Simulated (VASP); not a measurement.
# Li2H (P-3m1) in VASP: equation of state

Aim: energy against volume of Li2H in PBE, for its equilibrium volume and stiffness.

Program: VASP 6.6.1. These are calculated values, not measurements. Logs are shortened: lines on timing, memory, paths and dates and some standing lists are left out, and cuts for length are marked.

## 1. The crystal as given

It takes space group P-3m1 (No. 164, trigonal). Conventional cell: a = 2.837 Å, b = 2.837 Å, c = 4.988 Å, α = 90.00°, β = 90.00°, γ = 120.00°. Li (site symmetry 3m) is surrounded by 3 H at 2.02 Å. H (site symmetry -3m) is surrounded by 6 Li at 2.02 Å.

The cell was built by a generator and needn't be a form met in nature.

## 2. Equation of state, PBE, 10.90 Å³/atom (volume scaled by 0.94)

INCAR reads:

```
SYSTEM = Li2H
ALGO = Normal
EDIFF = 1E-7
ENCUT = 520
GGA = PE
ISIF = 2
ISMEAR = -1
LASPH = .True.
LCHARG = .False.
LREAL = .False.
LWAVE = .False.
NBANDS = 10
NELM = 60
PREC = Accurate
SIGMA = 0.05
```

KPOINTS reads:

```
k-points
0
Gamma
  11 11 6
  0 0 0
```

POSCAR reads:

```
Li2H
1.0
    2.7794384414      0.0000000000      0.0000000000
   -1.3897192207      2.4070683739      0.0000000000
    0.0000000000      0.0000000000      4.8866359157
Li H
2 1
Direct
    0.3333300000      0.6666700000      0.2643000000
    0.6666700000      0.3333300000      0.7357000000
    0.0000000000      0.0000000000      0.5000000000
```

Potentials or basis: VASP PAW PBE potentials, release 64 (Li_sv, H).

Started as:

```
cat potpaw_PBE.64/Li_sv/POTCAR potpaw_PBE.64/H/POTCAR > POTCAR
mpirun -np 1 vasp_std > vasp.out
```

OUTCAR:

```text
SYSTEM = Li2H
   EDIFF = 1E-7
   ENCUT = 520
   GGA = PE
   ISIF = 2
   ISMEAR = -1
   LASPH = .True.
   LREAL = .False.
   NELM = 60
   PREC = Accurate

 Found    204 irreducible k-points:

 Following reciprocal coordinates:
            Coordinates               Weight
  0.000000  0.000000  0.000000      1.000000
  0.090909  0.000000  0.000000      4.000000
 -0.090909  0.090909  0.000000      2.000000
  0.181818  0.000000  0.000000      4.000000
 -0.181818  0.181818  0.000000      2.000000
  0.272727  0.000000  0.000000      4.000000
   k-points           NKPTS =    204   k-points in BZ     NKDIM =    204   number of bands    NBANDS=     10
   number of dos      NEDOS =    301   number of ions     NIONS =      3
   total plane-waves  NPLWV =  20736
   dimension x,y,z NGX =    24 NGY =   24 NGZ =   36
   dimension x,y,z NGXF=    48 NGYF=   48 NGZF=   72
   ions per type =               2   1
   NGX,Y,Z   is equivalent  to a cutoff of  14.36, 14.36, 12.25 a.u.
   NGXF,Y,Z  is equivalent  to a cutoff of  28.71, 28.71, 24.49 a.u.
 SYSTEM =  Li2H
   PREC   = accura    normal or accurate (medium, high low for compatibility)
   ISTART =      0    job   : 0-new  1-cont  2-samecut
   ICHARG =      2    charge: 1-file 2-atom 10-const
   ISPIN  =      1    spin polarized calculation?
   LNONCOLLINEAR =      F non collinear calculations
   LSORBIT =      F    spin-orbit coupling
   LASPH  =      T    aspherical Exc in radial PAW
   ENCUT  =  520.0 eV  38.22 Ry    6.18 a.u.   5.17  5.17  9.09*2*pi/ulx,y,z
   NELM   =     60;   NELMIN=  2; NELMDL= -5     # of ELM steps
   EDIFF  = 0.1E-06   stopping-criterion for ELM
   LREAL  =      F    real-space projection
   EDIFFG = 0.1E-05   stopping-criterion for IOM
   NSW    =      0    number of steps for IOM
   IBRION =     -1    ionic relax: 0-MD 1-quasi-New 2-CG
   NFREE  =      0    steps in history (QN), initial steepest desc. (CG)
   ISIF   =      2    stress and relaxation
   ISYM   =      2    0-nonsym 1-usesym 2-fastsym
   POTIM  = 0.5000    time-step for ionic-motion
   TEBEG  =    0.0;   TEEND  =   0.0 temperature during run
   PSTRESS=    0.0 pullay stress
   NELECT =       7.0000    total number of electrons
   NUPDOWN=      -1.0000    fix difference up-down
   EMIN   =  10.00;   EMAX   =-10.00  energy-range for DOS
   EFERMI =   0.00;   METHOD = LEGACY
   ISMEAR =    -1;   SIGMA  =   0.05  broadening in eV -4-tet -1-fermi 0-gaus
   EFERMI_NEDOS =   21; number of points for ismear=-14 and -15
   IALGO  =     38    algorithm
   IMIX   =      4    mixing-type and parameters
     AMIX     =   0.40;   BMIX     =  1.00
     AMIX_MAG =   1.60;   BMIX_MAG =  1.00
  volume/ion in A,a.u.               =      10.90        73.54
  Fermi-wavevector in a.u.,A,eV,Ry     =   0.979390  1.850779 13.050775  0.959205
  Thomas-Fermi vector in A             =   2.110239
   LORBIT       =      0    0 simple, 1 ext, 2 COOP (PROOUT), +10 PAW based schemes
   GGA     = PE    functional components
   LHFCALC =     F    Hartree Fock is set to
   AEXX    =    0.0000 exact exchange contribution
   IVDW    =     0    specifies the selected vdW correction
   LEPSILON=     F    determine dielectric tensor
   LRPA    =     F    only Hartree local field effects (RPA)
 non-spin polarized calculation
  energy-cutoff  :      520.00
  volume of cell :       32.69
 maximum number of plane-waves:       898
 NGX is ok and might be reduce to    24
   NGX = 11   NGY = 11   NGZ = 19

 number of electron       7.0000010 magnetization

 Free energy of the ion-electron system (eV)
  ---------------------------------------------------
  ext. energy  EPLUGINS =         0.00000000
  ---------------------------------------------------
  free energy    TOTEN  =        -7.88436089 eV

  energy without entropy =       -7.87833243  energy(sigma->0) =       -7.88134666

 E-fermi :   2.0852     XC(G=0):  -8.0230

 val. band max:        2.0665559791   @ k =  -0.0909   0.3636   0.1667
 cond. band min:       2.0869113220   @ k =   0.0909  -0.4545   0.3333
 fundamental gap:      0.0203553430
 Fermi energy:         2.0852124835

 k-point     1 :       0.0000    0.0000    0.0000
  band No.  band energies     occupation
      1     -44.6286      2.00000
      2     -44.5921      2.00000
      3      -5.2885      2.00000
      4       0.0650      2.00000
      5       4.3326      0.00000
      6      14.6332      0.00000
      7      16.3723      0.00000
      8      16.9103      0.00000
      9      16.9104      0.00000
     10      17.6574      0.00000

 k-point     2 :       0.0909    0.0000    0.0000
  band No.  band energies     occupation
      1     -44.6250      2.00000
      2     -44.5898      2.00000
      3      -5.1454      2.00000
      4       0.2603      2.00000
      5       4.3789      0.00000
      6      13.2462      0.00000
      7      15.4967      0.00000
      8      15.7768      0.00000
      9      16.4387      0.00000
     10      18.0773      0.00000

 k-point     3 :      -0.0909    0.0909    0.0000
  band No.  band energies     occupation
      1     -44.6250      2.00000
      2     -44.5898      2.00000
      3      -5.1454      2.00000
      4       0.2603      2.00000
      5       4.3789      0.00000
      6      13.2462      0.00000
      7      15.4967      0.00000
      8      15.7767      0.00000
      9      16.4387      0.00000
     10      18.0772      0.00000

 k-point     4 :       0.1818    0.0000    0.0000
  band No.  band energies     occupation
      1     -44.6153      2.00000
      2     -44.5842      2.00000
      3      -4.7239      2.00000
      4       0.8442      2.00000
      5       4.4959      0.00000
      6      10.5657      0.00000
      7      13.9626      0.00000
      8      14.4785      0.00000
      9      16.1816      0.00000
     10      17.3524      0.00000

 k-point     5 :      -0.1818    0.1818    0.0000
  band No.  band energies     occupation
      1     -44.6153      2.00000
      2     -44.5842      2.00000
      3      -4.7239      2.00000
      4       0.8442      2.00000
      5       4.4959      0.00000
      6      10.5657      0.00000
      7      13.9626      0.00000
      8      14.4784      0.00000
      9      16.1817      0.00000
     10      17.3524      0.00000

 k-point     6 :       0.2727    0.0000    0.0000
  band No.  band energies     occupation
      1     -44.6022      2.00000
      2     -44.5771      2.00000
      3      -4.0544      2.00000
      4       1.8055      1.99259
      5       4.5309      0.00000
      6       8.2668      0.00000
      7      12.3499      0.00000
      8      12.7629      0.00000
      9      14.0990      0.00000
     10      16.7917      0.00000

 [... further k-points ...]

------------------------ aborting loop because EDIFF is reached ----------------------------------------

  FORCE on cell =-STRESS in cart. coord.  units (eV):
  Direction    XX          YY          ZZ          XY          YZ          ZX
  --------------------------------------------------------------------------------------
  -------------------------------------------------------------------------------------
  Total        0.3211365      0.3211190      0.2945483     -0.0000161      0.0000147     -0.0000254
  in kB       15.7378279     15.7369698     14.4348310     -0.0007894      0.0007186     -0.0012448
  external PRESSURE =      15.3032096 kB  Pullay stress =       0.0000000 kB

 VOLUME and BASIS-vectors are now :
 -----------------------------------------------------------------------------
  energy-cutoff  :      520.00
  volume of cell :       32.69
      direct lattice vectors                 reciprocal lattice vectors
     2.779438441  0.000000000  0.000000000     0.359784907  0.207721561  0.000000000
    -1.389719221  2.407068374  0.000000000     0.000000000  0.415443122  0.000000000
     0.000000000  0.000000000  4.886635916     0.000000000  0.000000000  0.204639760

 POSITION                                       TOTAL-FORCE (eV/Angst)
 -----------------------------------------------------------------------------------
     -0.00001      1.60472      1.29154         0.000012     -0.000007     -0.034244
      1.38973      0.80235      3.59510        -0.000012      0.000007      0.034244
      0.00000      0.00000      2.44332        -0.000000      0.000000      0.000000
 -----------------------------------------------------------------------------------
    total drift:                                0.000000      0.000000      0.000000

  FREE ENERGIE OF THE ION-ELECTRON SYSTEM (eV)
  ---------------------------------------------------
  free  energy   TOTEN  =        -7.8843608949 eV

  energy  without entropy=       -7.8783324305  energy(sigma->0) =       -7.88134666
```

It took 39 s on 1 thread of AMD EPYC 9R14 (Zen 4), shared host; peak memory 0.15 GiB.

What came out:

| Item | Value |
| --- | --- |
| Free energy | -7.8844 eV |
| Largest force | 0.034 eV/Å |
| Band gap on the k mesh | none (metal or under the smearing width) |

Caveat: the cutoff is under 1.25 times the usual one of these potentials, so pressure, stress and relaxed cells hold a basis-set (Pulay) error.

## 3. Equation of state, PBE, 11.13 Å³/atom (volume scaled by 0.96)

INCAR reads:

```
  PREC = Accurate
  ENCUT = 520
  EDIFF = 1E-7
  ISMEAR = -1
  SIGMA = 0.05
  LREAL = F
  LASPH = T
  NELM = 80
  ALGO = Normal
  ISIF = 2
  LWAVE = F
  LCHARG = F
  GGA = PE
  NBANDS = 10
```

KPOINTS reads:

```
Automatic mesh
0
Gamma
  11 11 6
```

POSCAR reads:

```
Li2H
1.0
    2.7990125965      0.0000000000      0.0000000000
   -1.3995062982      2.4240201182      0.0000000000
    0.0000000000      0.0000000000      4.9210499786
Li H
2 1
Direct
    0.3333300000      0.6666700000      0.2643000000
    0.6666700000      0.3333300000      0.7357000000
    0.0000000000      0.0000000000      0.5000000000
```

Potentials or basis: VASP PAW PBE potentials, release 64 (Li_sv, H).

Started as:

```
cat potpaw_PBE.64/Li_sv/POTCAR potpaw_PBE.64/H/POTCAR > POTCAR
mpirun -np 1 vasp_std > vasp.out
```

Wall time 42 s (1 thread of AMD EPYC 9R14 (Zen 4), shared host); peak memory 0.15 GiB.

Results (log left out):

```yaml
Free_energy: -7.8905 eV
Largest_force: 0.020 eV/Å
Band_gap_on_the_k_mesh: none (metal or under the smearing width)
```

Caveat: the cutoff is under 1.25 times the usual one of these potentials, so pressure, stress and relaxed cells hold a basis-set (Pulay) error.

## 4. Equation of state, PBE, 11.36 Å³/atom (volume scaled by 0.98)

INCAR reads:

```
SYSTEM = Li2H
PREC = Accurate ; ENCUT = 520
EDIFF = 1E-7 ; ISMEAR = -1
SIGMA = 0.05 ; LREAL = .FALSE.
LASPH = .TRUE. ; NELM = 100
ALGO = Normal ; ISIF = 2
LWAVE = .FALSE. ; LCHARG = .FALSE.
GGA = PE ; NBANDS = 10
```

KPOINTS reads:

```
Automatic mesh
0
G
  11 11 6
  0 0 0
```

POSCAR reads:

```
Li2H
1.0
    2.8183167417      0.0000000000      0.0000000000
   -1.4091583708      2.4407380266      0.0000000000
    0.0000000000      0.0000000000      4.9549893268
Li H
2 1
Direct
    0.3333300000      0.6666700000      0.2643000000
    0.6666700000      0.3333300000      0.7357000000
    0.0000000000      0.0000000000      0.5000000000
```

Started as:

```
cat potpaw_PBE.64/Li_sv/POTCAR potpaw_PBE.64/H/POTCAR > POTCAR
mpirun -np 1 vasp_std > vasp.out
```

Wall time 42 s (1 thread of AMD EPYC 9R14 (Zen 4), shared host); peak memory 0.16 GiB.

Results (log left out):

| Quantity | Value |
| --- | --- |
| Free energy | -7.8941 eV |
| Largest force | 0.006 eV/Å |
| Band gap on the k mesh | none (metal or under the smearing width) |

Caveat: the cutoff is under 1.25 times the usual one of these potentials, so pressure, stress and relaxed cells hold a basis-set (Pulay) error.

## 5. Equation of state, PBE, 11.83 Å³/atom (volume scaled by 1.02)

INCAR reads:

```
PREC = Accurate ; ENCUT = 520
EDIFF = 1E-7 ; ISMEAR = -1
SIGMA = 0.05 ; LREAL = False
LASPH = True ; NELM = 80
ALGO = Normal ; ISIF = 2
LWAVE = False ; LCHARG = False
GGA = PE ; NBANDS = 10
```

KPOINTS reads:

```
Automatic mesh
0
Gamma
  11 11 6
```

POSCAR reads:

```
Li2H
1.0
    2.8561510112      0.0000000000      0.0000000000
   -1.4280755056      2.4735035206      0.0000000000
    0.0000000000      0.0000000000      5.0215071880
Li H
2 1
Direct
    0.3333300000      0.6666700000      0.2643000000
    0.6666700000      0.3333300000      0.7357000000
    0.0000000000      0.0000000000      0.5000000000
```

Started as:

```
cat potpaw_PBE.64/Li_sv/POTCAR potpaw_PBE.64/H/POTCAR > POTCAR
mpirun -np 1 vasp_std > vasp.out
```

It took 41 s on 1 thread of AMD EPYC 9R14 (Zen 4), shared host; peak memory 0.16 GiB.

It converged, with:

```
Free energy            : -7.8945 eV
Largest force          : 0.018 eV/Å
Band gap on the k mesh : none (metal or under the smearing width)
```

Caveat: the cutoff is under 1.25 times the usual one of these potentials, so pressure, stress and relaxed cells hold a basis-set (Pulay) error.

## 6. Equation of state, PBE, 12.06 Å³/atom (volume scaled by 1.04)

INCAR reads:

```
SYSTEM = Li2H
  PREC = Accurate
  ENCUT = 520
  EDIFF = 1E-7
  ISMEAR = -1
  SIGMA = 0.05
  LREAL = .FALSE.
  LASPH = .TRUE.
  NELM = 100
  ALGO = Normal
  ISIF = 2
  LWAVE = .FALSE.
  LCHARG = .FALSE.
  GGA = PE
  NBANDS = 10
```

KPOINTS reads:

```
Automatic mesh
0
G
  11 11 6
  0 0 0
```

POSCAR reads:

```
Li2H
1.0
    2.8746979660      0.0000000000      0.0000000000
   -1.4373489830      2.4895656818      0.0000000000
    0.0000000000      0.0000000000      5.0541152912
Li H
2 1
Direct
    0.3333300000      0.6666700000      0.2643000000
    0.6666700000      0.3333300000      0.7357000000
    0.0000000000      0.0000000000      0.5000000000
```

Potentials or basis: VASP PAW PBE potentials, release 64 (Li_sv, H).

Started as:

```
cat potpaw_PBE.64/Li_sv/POTCAR potpaw_PBE.64/H/POTCAR > POTCAR
mpirun -np 1 vasp_std > vasp.out
```

Run time: 41 s. Hardware: 1 thread of AMD EPYC 9R14 (Zen 4), shared host; peak memory 0.16 GiB.

The run converged. Its results:

* Free energy: -7.8917 eV
* Largest force: 0.029 eV/Å
* Band gap on the k mesh: none (metal or under the smearing width)

Caveat: the cutoff is under 1.25 times the usual one of these potentials, so pressure, stress and relaxed cells hold a basis-set (Pulay) error.

## 7. Equation of state, PBE, 12.29 Å³/atom (volume scaled by 1.06)

INCAR reads:

```
SYSTEM = Li2H
PREC = Accurate ; ENCUT = 520
EDIFF = 1E-7 ; ISMEAR = -1
SIGMA = 0.05 ; LREAL = .FALSE.
LASPH = .TRUE. ; NELM = 100
ALGO = Normal ; ISIF = 2
LWAVE = .FALSE. ; LCHARG = .FALSE.
GGA = PE ; NBANDS = 10
```

KPOINTS reads:

```
regular mesh
0
G
  11 11 6
  0 0 0
```

POSCAR reads:

```
Li2H
1.0
    2.8930086378      0.0000000000      0.0000000000
   -1.4465043189      2.5054232156      0.0000000000
    0.0000000000      0.0000000000      5.0863079763
Li H
2 1
Direct
    0.3333300000      0.6666700000      0.2643000000
    0.6666700000      0.3333300000      0.7357000000
    0.0000000000      0.0000000000      0.5000000000
```

Started as:

```
cat potpaw_PBE.64/Li_sv/POTCAR potpaw_PBE.64/H/POTCAR > POTCAR
mpirun -np 1 vasp_std > vasp.out
```

Run time: 41 s. Hardware: 1 thread of AMD EPYC 9R14 (Zen 4), shared host; peak memory 0.16 GiB.

Results (log left out):

| Quantity | Value |
| --- | --- |
| Free energy | -7.8870 eV |
| Largest force | 0.040 eV/Å |
| Band gap on the k mesh | none (metal or under the smearing width) |

Caveat: the cutoff is under 1.25 times the usual one of these potentials, so pressure, stress and relaxed cells hold a basis-set (Pulay) error.

## 8. Equation of state, PBE

This step only gathers the single runs of the series.

Results:

```yaml
Equilibrium_volume: 11.61 Å³/atom
Bulk_modulus_at_fixed_shape_and_positions: 25 GPa
Pressure_derivative_of_the_bulk_modulus: 3.3
```

Energy against volume, from the lowest point:
| volume (Å³/atom) | energy (meV/atom) |
| --- | --- |
| 10.898 | 3.68 |
| 11.130 | 1.62 |
| 11.361 | 0.42 |
| 11.593 | 0.00 |
| 11.825 | 0.30 |
| 12.057 | 1.23 |
| 12.289 | 2.78 |

Caveat: the cutoff is under 1.25 times the usual one of these potentials, so pressure, stress and relaxed cells hold a basis-set (Pulay) error; the cell was scaled at fixed shape and fractional positions, which overstates the stiffness of a crystal with free parameters, most of all of layers and chains.
